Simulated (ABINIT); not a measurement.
A run of ABINIT 10.8.3 (patched build):

run.abi

```
# Datasets: ground state, then fixed potential
ndtset 2

# Pseudopotentials
pp_dirpath "./"
pseudos "Fe.GGA_PBE-JTH.xml"

# Structure
acell 3*1.0 Angstrom
rprim
    -1.4430000000     1.4430000000     1.4430000000
     1.4430000000    -1.4430000000     1.4430000000
     1.4430000000     1.4430000000    -1.4430000000
ntypat 1
znucl 26
natom 1
typat 1
xcart
     0.0000000000     0.0000000000     0.0000000000 Angstrom

# Plane-wave basis
ecut 26.0
pawecutdg 48.0

# Exchange and correlation
ixc -120135

# Bands and occupations
occopt 3
tsmear 0.00183747

# Spin
nsppol 2
spinat
     0.0000000000     0.0000000000     3.0000000000

# SCF cycle
nstep 100

# Output
iomode 3
prtwf 0
prteig 0
prtebands 0
prtden1 1

# Dataset 1
kptopt1 1
ngkpt1 13 13 13
nshiftk1 1
shiftk1 0.0 0.0 0.0
nband1 13
tolvrs1 1.0e-9

# Dataset 2: bands along G-H-N-G-P-H
iscf2 -2
getden2 1
nband2 19
nbdbuf2 4
tolwfr2 1.0e-11
kptopt2 -5
ndivsm2 6
prteig2 1
kptbounds2
     0.0000000000     0.0000000000     0.0000000000
     0.5000000000    -0.5000000000     0.5000000000
     0.0000000000     0.0000000000     0.5000000000
     0.0000000000     0.0000000000     0.0000000000
     0.2500000000     0.2500000000     0.2500000000
     0.5000000000    -0.5000000000     0.5000000000
```

Potentials or basis: JTH PAW PBE v2.0.

Run with:

```sh
$ abinit run.abi > log 2>&1
```

Hardware: 1 thread of Arm Neoverse V1, on a shared host.

Problem. Estimate the wall time of this run.

Solution. It took 89 s on 1 thread of Arm Neoverse V1 (shared host), peak memory 0.12 GiB. Counts: scf iterations 28, mpi ranks 1, k points 84, bands 13, plane waves 533.
